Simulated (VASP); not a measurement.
# Al (Fm-3m) in VASP: notebook

One crystal, Al, is run at these levels: LDA; tasks: single point.

All numbers are computed with VASP 6.6.1; they aren't measurements. Logs are shortened: lines on timing, memory, paths and dates and some standing lists are left out, and cuts for length are marked.

### 1 The undisturbed crystal

The structure is cubic, space group Fm-3m (No. 225). Conventional cell: a = 4.050 Å, b = 4.050 Å, c = 4.050 Å, α = 90.00°, β = 90.00°, γ = 90.00°. Al (site symmetry m-3m) has 12 Al at 2.86 Å as nearest neighbours.

### 2 Single point, LDA (grid = ENCUT=300 dk=0.35 cell=3x3x3 ISMEAR=1 SIGMA=0.1 LREAL=Auto EDIFF=1e-06)

Input file INCAR:

```
SYSTEM = Al
PREC = Accurate
ENCUT = 300
EDIFF = 1E-6
ISMEAR = 1
SIGMA = 0.1
LREAL = Auto
LASPH = .True.
NELM = 120
ALGO = Fast
ISIF = 2
LWAVE = .False.
LCHARG = .False.
GGA = CA
NBANDS = 65
```

Input file KPOINTS:

```
Automatic mesh
0
Gamma
  3 3 3
  0 0 0
```

Input file POSCAR:

```
Al
1.0
    0.0000000000      6.0744150000      6.0744150000
    6.0744150000      0.0000000000      6.0744150000
    6.0744150000      6.0744150000      0.0000000000
Al
26
Direct
    0.0000000000      0.0000000000      0.3333333333
    0.0000000000      0.0000000000      0.6666666667
    0.0000000000      0.3333333333      0.0000000000
    0.0000000000      0.3333333333      0.3333333333
    0.0000000000      0.3333333333      0.6666666667
    0.0000000000      0.6666666667      0.0000000000
    0.0000000000      0.6666666667      0.3333333333
    0.0000000000      0.6666666667      0.6666666667
    0.3333333333      0.0000000000      0.0000000000
    0.3333333333      0.0000000000      0.3333333333
    0.3333333333      0.0000000000      0.6666666667
    0.3333333333      0.3333333333      0.0000000000
    0.3333333333      0.3333333333      0.3333333333
    0.3333333333      0.3333333333      0.6666666667
    0.3333333333      0.6666666667      0.0000000000
    0.3333333333      0.6666666667      0.3333333333
    0.3333333333      0.6666666667      0.6666666667
    0.6666666667      0.0000000000      0.0000000000
    0.6666666667      0.0000000000      0.3333333333
    0.6666666667      0.0000000000      0.6666666667
    0.6666666667      0.3333333333      0.0000000000
    0.6666666667      0.3333333333      0.3333333333
    0.6666666667      0.3333333333      0.6666666667
    0.6666666667      0.6666666667      0.0000000000
    0.6666666667      0.6666666667      0.3333333333
    0.6666666667      0.6666666667      0.6666666667
```

Potentials or basis: VASP PAW LDA potentials, release 64 (Al).

Started as:

```
cat potpaw_LDA.64/Al/POTCAR > POTCAR
mpirun -np 1 vasp_std > vasp.out
```

OUTCAR:

```text
SYSTEM = Al
   PREC = Accurate
   ENCUT = 300
   EDIFF = 1E-6
   ISMEAR = 1
   LREAL = Auto
   LASPH = .True.
   NELM = 120
   ISIF = 2
   GGA = CA

 Found      4 irreducible k-points:

 Following reciprocal coordinates:
            Coordinates               Weight
  0.000000  0.000000  0.000000      1.000000
  0.333333  0.000000  0.000000      8.000000
  0.333333  0.333333  0.000000      6.000000
 -0.333333  0.333333  0.000000     12.000000
   k-points           NKPTS =      4   k-points in BZ     NKDIM =      4   number of bands    NBANDS=     65
   number of dos      NEDOS =    301   number of ions     NIONS =     26
   total plane-waves  NPLWV = 125000
   dimension x,y,z NGX =    50 NGY =   50 NGZ =   50
   dimension x,y,z NGXF=   100 NGYF=  100 NGZF=  100
   ions per type =              26
   NGX,Y,Z   is equivalent  to a cutoff of   9.68,  9.68,  9.68 a.u.
   NGXF,Y,Z  is equivalent  to a cutoff of  19.35, 19.35, 19.35 a.u.
 SYSTEM =  Al
   PREC   = accura    normal or accurate (medium, high low for compatibility)
   ISTART =      0    job   : 0-new  1-cont  2-samecut
   ICHARG =      2    charge: 1-file 2-atom 10-const
   ISPIN  =      1    spin polarized calculation?
   LNONCOLLINEAR =      F non collinear calculations
   LSORBIT =      F    spin-orbit coupling
   LASPH  =      T    aspherical Exc in radial PAW
   ENCUT  =  300.0 eV  22.05 Ry    4.70 a.u.  12.13 12.13 12.13*2*pi/ulx,y,z
   NELM   =    120;   NELMIN=  2; NELMDL= -5     # of ELM steps
   EDIFF  = 0.1E-05   stopping-criterion for ELM
   LREAL  =      T    real-space projection
   EDIFFG = 0.1E-04   stopping-criterion for IOM
   NSW    =      0    number of steps for IOM
[... 5 lines left out ...]
   TEBEG  =    0.0;   TEEND  =   0.0 temperature during run
   PSTRESS=    0.0 pullay stress
   NELECT =      78.0000    total number of electrons
   NUPDOWN=      -1.0000    fix difference up-down
   EMIN   =  10.00;   EMAX   =-10.00  energy-range for DOS
   EFERMI =   0.00;   METHOD = LEGACY
   ISMEAR =     1;   SIGMA  =   0.10  broadening in eV -4-tet -1-fermi 0-gaus
   EFERMI_NEDOS =   21; number of points for ismear=-14 and -15
   IALGO  =     68    algorithm
   IMIX   =      4    mixing-type and parameters
     AMIX     =   0.40;   BMIX     =  1.00
     AMIX_MAG =   1.60;   BMIX_MAG =  1.00
  volume/ion in A,a.u.               =      17.24       116.35
  Fermi-wavevector in a.u.,A,eV,Ry     =   0.913956  1.727126 11.365156  0.835315
  Thomas-Fermi vector in A             =   2.038527
   LORBIT       =      0    0 simple, 1 ext, 2 COOP (PROOUT), +10 PAW based schemes
   GGA     = CA    functional components
   LHFCALC =     F    Hartree Fock is set to
   AEXX    =    0.0000 exact exchange contribution
   IVDW    =     0    specifies the selected vdW correction
   LEPSILON=     F    determine dielectric tensor
   LRPA    =     F    only Hartree local field effects (RPA)
 non-spin polarized calculation
 RMM-DIIS sequential band-by-band and
 Methfessel and Paxton  Order N= 1 SIGMA  =   0.10
  energy-cutoff  :      300.00
  volume of cell :      448.27
 maximum number of plane-waves:      5303
 NGX is ok and might be reduce to    50
   NGX = 25   NGY = 25   NGZ = 25

 number of electron      78.0000000 magnetization

 Free energy of the ion-electron system (eV)
  ---------------------------------------------------
  ext. energy  EPLUGINS =         0.00000000
  ---------------------------------------------------
  free energy    TOTEN  =      -106.99872722 eV

  energy without entropy =     -107.00120328  energy(sigma->0) =     -106.99955258

 E-fermi :   7.2886     XC(G=0): -10.1467

 val. band max:        7.2640745942   @ k =  -0.3333   0.3333   0.0000
 cond. band min:       7.3441870396   @ k =   0.3333   0.0000   0.0000
 fundamental gap:      0.0801124454
 Fermi energy:         7.2886381524

 k-point     1 :       0.0000    0.0000    0.0000
  band No.  band energies     occupation
      1      -3.5985      2.00000
      2      -0.8351      2.00000
      3      -0.7724      2.00000
      4      -0.7724      2.00000
      5      -0.7724      2.00000
      6      -0.6033      2.00000
[... 43 lines left out ...]
     50       7.9082     -0.00000
     51       8.0697     -0.00000

 k-point     2 :       0.3333    0.0000    0.0000
  band No.  band energies     occupation
      1      -3.2760      2.00000
      2      -2.2838      2.00000
      3      -1.0275      2.00000
      4      -1.0275      2.00000
      5      -0.9691      2.00000
      6      -0.6673      2.00000
[... 43 lines left out ...]
     50       9.3357      0.00000
     51       9.3955      0.00000

 k-point     3 :       0.3333    0.3333    0.0000
  band No.  band energies     occupation
      1      -3.1680      2.00000
      2      -1.8919      2.00000
      3      -1.6778      2.00000
      4      -1.5558      2.00000
      5      -1.5558      2.00000
      6      -1.0407      2.00000
[... 43 lines left out ...]
     50       9.3888      0.00000
     51       9.5815      0.00000

 k-point     4 :      -0.3333    0.3333    0.0000
  band No.  band energies     occupation
      1      -2.7590      2.00000
      2      -2.4958      2.00000
      3      -2.2587      2.00000
      4      -1.4477      2.00000
      5      -1.2657      2.00000
      6      -0.0505      2.00000
[... 43 lines left out ...]
     50       9.0971     -0.00000
     51       9.2308     -0.00000
 [bands above 51 left out]

------------------------ aborting loop because EDIFF is reached ----------------------------------------

  FORCE on cell =-STRESS in cart. coord.  units (eV):
  Direction    XX          YY          ZZ          XY          YZ          ZX
  --------------------------------------------------------------------------------------
  -------------------------------------------------------------------------------------
  Total      -10.9748312    -10.9748312    -10.9748312      0.0000000      0.0000000     -0.0000000
  in kB      -39.2251901    -39.2251901    -39.2251901      0.0000000      0.0000000     -0.0000000
  external PRESSURE =     -39.2251901 kB  Pullay stress =       0.0000000 kB

 VOLUME and BASIS-vectors are now :
 -----------------------------------------------------------------------------
  energy-cutoff  :      300.00
  volume of cell :      448.27
      direct lattice vectors                 reciprocal lattice vectors
     0.000000000  6.074415000  6.074415000    -0.082312453  0.082312453  0.082312453
     6.074415000  0.000000000  6.074415000     0.082312453 -0.082312453  0.082312453
     6.074415000  6.074415000  0.000000000     0.082312453  0.082312453 -0.082312453

 POSITION                                       TOTAL-FORCE (eV/Angst)
 -----------------------------------------------------------------------------------
      2.02480      2.02480      0.00000        -0.146466     -0.146466      0.000000
      4.04961      4.04961      0.00000         0.146466      0.146466      0.000000
      2.02480      0.00000      2.02480        -0.146466     -0.000000     -0.146466
      4.04961      2.02480      2.02480         0.125073     -0.125073     -0.125073
      6.07442      4.04961      2.02480        -0.000000      0.146466     -0.146466
      4.04961      0.00000      4.04961         0.146466     -0.000000      0.146466
[... 18 lines left out ...]
      6.07442      6.07442      8.09922        -0.000000     -0.000000     -0.122740
      8.09922      8.09922      8.09922        -0.125073     -0.125073     -0.125073
 -----------------------------------------------------------------------------------
    total drift:                                0.000000     -0.000000     -0.000000

  FREE ENERGIE OF THE ION-ELECTRON SYSTEM (eV)
  ---------------------------------------------------
  free  energy   TOTEN  =      -106.9987272206 eV

  energy  without entropy=     -107.0012032841  energy(sigma->0) =     -106.99955258
```

It took 76 s on 1 thread of Intel Xeon Platinum 8488C (Sapphire Rapids), shared host; peak memory 0.25 GiB.

The run converged, but some of its settings lie outside the range that counts as converged, so its numbers aren't taken as properties of the crystal.

What came out:

```
Free energy            : -106.9987 eV
Pressure               : -3.9 GPa
Largest force          : 0.217 eV/Å
Band gap on the k mesh : none (metal or under the smearing width)
```

### 3 Single point, LDA (grid = ENCUT=350 dk=0.35 cell=3x3x3 ISMEAR=1 SIGMA=0.1 LREAL=False EDIFF=1e-06)

INCAR, as its differences from that of step 2:

```diff
@@ -2,3 +2,3 @@
 PREC = Accurate
-ENCUT = 300
+ENCUT = 350
 EDIFF = 1E-6
@@ -6,3 +6,3 @@
 SIGMA = 0.1
-LREAL = Auto
+LREAL = .False.
 LASPH = .True.
```

KPOINTS is that of step 2.

POSCAR is that of step 2.

Potentials or basis: VASP PAW LDA potentials, release 64 (Al).

Started as:

```
cat potpaw_LDA.64/Al/POTCAR > POTCAR
mpirun -np 1 vasp_std > vasp.out
```

OUTCAR:

```text
SYSTEM = Al
   PREC = Accurate
   ENCUT = 350
   EDIFF = 1E-6
   ISMEAR = 1
   LREAL = .False.
   LASPH = .True.
   NELM = 120
   ISIF = 2
   GGA = CA

 Found      4 irreducible k-points:

 Following reciprocal coordinates:
            Coordinates               Weight
  0.000000  0.000000  0.000000      1.000000
  0.333333  0.000000  0.000000      8.000000
  0.333333  0.333333  0.000000      6.000000
 -0.333333  0.333333  0.000000     12.000000
   k-points           NKPTS =      4   k-points in BZ     NKDIM =      4   number of bands    NBANDS=     65
   number of dos      NEDOS =    301   number of ions     NIONS =     26
   total plane-waves  NPLWV = 157464
   dimension x,y,z NGX =    54 NGY =   54 NGZ =   54
   dimension x,y,z NGXF=   108 NGYF=  108 NGZF=  108
   ions per type =              26
   NGX,Y,Z   is equivalent  to a cutoff of  10.45, 10.45, 10.45 a.u.
   NGXF,Y,Z  is equivalent  to a cutoff of  20.90, 20.90, 20.90 a.u.
 SYSTEM =  Al
   PREC   = accura    normal or accurate (medium, high low for compatibility)
   ISTART =      0    job   : 0-new  1-cont  2-samecut
   ICHARG =      2    charge: 1-file 2-atom 10-const
   ISPIN  =      1    spin polarized calculation?
   LNONCOLLINEAR =      F non collinear calculations
   LSORBIT =      F    spin-orbit coupling
   LASPH  =      T    aspherical Exc in radial PAW
   ENCUT  =  350.0 eV  25.72 Ry    5.07 a.u.  13.10 13.10 13.10*2*pi/ulx,y,z
   NELM   =    120;   NELMIN=  2; NELMDL= -5     # of ELM steps
   EDIFF  = 0.1E-05   stopping-criterion for ELM
   LREAL  =      F    real-space projection
[... 7 lines left out ...]
   TEBEG  =    0.0;   TEEND  =   0.0 temperature during run
   PSTRESS=    0.0 pullay stress
   NELECT =      78.0000    total number of electrons
   NUPDOWN=      -1.0000    fix difference up-down
   EMIN   =  10.00;   EMAX   =-10.00  energy-range for DOS
   EFERMI =   0.00;   METHOD = LEGACY
   ISMEAR =     1;   SIGMA  =   0.10  broadening in eV -4-tet -1-fermi 0-gaus
   EFERMI_NEDOS =   21; number of points for ismear=-14 and -15
   IALGO  =     68    algorithm
   IMIX   =      4    mixing-type and parameters
     AMIX     =   0.40;   BMIX     =  1.00
     AMIX_MAG =   1.60;   BMIX_MAG =  1.00
  volume/ion in A,a.u.               =      17.24       116.35
  Fermi-wavevector in a.u.,A,eV,Ry     =   0.913956  1.727126 11.365156  0.835315
  Thomas-Fermi vector in A             =   2.038527
   LORBIT       =      0    0 simple, 1 ext, 2 COOP (PROOUT), +10 PAW based schemes
   GGA     = CA    functional components
   LHFCALC =     F    Hartree Fock is set to
   AEXX    =    0.0000 exact exchange contribution
   IVDW    =     0    specifies the selected vdW correction
   LEPSILON=     F    determine dielectric tensor
   LRPA    =     F    only Hartree local field effects (RPA)
 non-spin polarized calculation
 RMM-DIIS sequential band-by-band and
 Methfessel and Paxton  Order N= 1 SIGMA  =   0.10
  energy-cutoff  :      350.00
  volume of cell :      448.27
 maximum number of plane-waves:      6663
 NGX is ok and might be reduce to    54
   NGX = 27   NGY = 27   NGZ = 27

 number of electron      77.9999999 magnetization

 Free energy of the ion-electron system (eV)
  ---------------------------------------------------
  ext. energy  EPLUGINS =         0.00000000
  ---------------------------------------------------
  free energy    TOTEN  =      -107.04907724 eV

  energy without entropy =     -107.05161145  energy(sigma->0) =     -107.04992198

 E-fermi :   7.2867     XC(G=0): -10.1467

 val. band max:        7.2621025547   @ k =  -0.3333   0.3333   0.0000
 cond. band min:       7.3423159249   @ k =   0.3333   0.0000   0.0000
 fundamental gap:      0.0802133702
 Fermi energy:         7.2866994510

 k-point     1 :       0.0000    0.0000    0.0000
  band No.  band energies     occupation
      1      -3.5987      2.00000
      2      -0.8354      2.00000
      3      -0.7728      2.00000
      4      -0.7728      2.00000
      5      -0.7728      2.00000
      6      -0.6037      2.00000
[... 43 lines left out ...]
     50       7.9059     -0.00000
     51       8.0676     -0.00000

 k-point     2 :       0.3333    0.0000    0.0000
  band No.  band energies     occupation
      1      -3.2762      2.00000
      2      -2.2840      2.00000
      3      -1.0278      2.00000
      4      -1.0278      2.00000
      5      -0.9694      2.00000
      6      -0.6679      2.00000
[... 43 lines left out ...]
     50       9.3337      0.00000
     51       9.3935      0.00000

 k-point     3 :       0.3333    0.3333    0.0000
  band No.  band energies     occupation
      1      -3.1682      2.00000
      2      -1.8921      2.00000
      3      -1.6780      2.00000
      4      -1.5561      2.00000
      5      -1.5561      2.00000
      6      -1.0411      2.00000
[... 43 lines left out ...]
     50       9.3871      0.00000
     51       9.5798      0.00000

 k-point     4 :      -0.3333    0.3333    0.0000
  band No.  band energies     occupation
      1      -2.7593      2.00000
      2      -2.4960      2.00000
      3      -2.2590      2.00000
      4      -1.4480      2.00000
      5      -1.2660      2.00000
      6      -0.0512      2.00000
[... 43 lines left out ...]
     50       9.0949     -0.00000
     51       9.2296     -0.00000
 [bands above 51 left out]

------------------------ aborting loop because EDIFF is reached ----------------------------------------

  FORCE on cell =-STRESS in cart. coord.  units (eV):
  Direction    XX          YY          ZZ          XY          YZ          ZX
  --------------------------------------------------------------------------------------
  -------------------------------------------------------------------------------------
  Total      -10.8863216    -10.8863216    -10.8863216     -0.0000000     -0.0000000      0.0000000
  in kB      -38.9088476    -38.9088476    -38.9088476     -0.0000000     -0.0000000      0.0000000
  external PRESSURE =     -38.9088476 kB  Pullay stress =       0.0000000 kB

 VOLUME and BASIS-vectors are now :
 -----------------------------------------------------------------------------
  energy-cutoff  :      350.00
  volume of cell :      448.27
      direct lattice vectors                 reciprocal lattice vectors
     0.000000000  6.074415000  6.074415000    -0.082312453  0.082312453  0.082312453
     6.074415000  0.000000000  6.074415000     0.082312453 -0.082312453  0.082312453
     6.074415000  6.074415000  0.000000000     0.082312453  0.082312453 -0.082312453

 POSITION                                       TOTAL-FORCE (eV/Angst)
 -----------------------------------------------------------------------------------
      2.02480      2.02480      0.00000        -0.145938     -0.145938     -0.000000
      4.04961      4.04961      0.00000         0.145938      0.145938     -0.000000
      2.02480      0.00000      2.02480        -0.145938     -0.000000     -0.145938
      4.04961      2.02480      2.02480         0.124646     -0.124646     -0.124646
      6.07442      4.04961      2.02480         0.000000      0.145938     -0.145938
      4.04961      0.00000      4.04961         0.145938     -0.000000      0.145938
[... 18 lines left out ...]
      6.07442      6.07442      8.09922         0.000000     -0.000000     -0.121040
      8.09922      8.09922      8.09922        -0.124646     -0.124646     -0.124646
 -----------------------------------------------------------------------------------
    total drift:                               -0.000000     -0.000000     -0.000000

  FREE ENERGIE OF THE ION-ELECTRON SYSTEM (eV)
  ---------------------------------------------------
  free  energy   TOTEN  =      -107.0490772369 eV

  energy  without entropy=     -107.0516114524  energy(sigma->0) =     -107.04992198
```

It took 84 s on 1 thread of Intel Xeon Platinum 8488C (Sapphire Rapids), shared host; peak memory 0.29 GiB.

These settings aren't checked as converged: the numbers below hold their error.

Results:

```yaml
Free_energy: -107.0491 eV
Pressure: -3.9 GPa
Largest_force: 0.216 eV/Å
Band_gap_on_the_k_mesh: none (metal or under the smearing width)
```

(Part 1 of 2 ends here.)
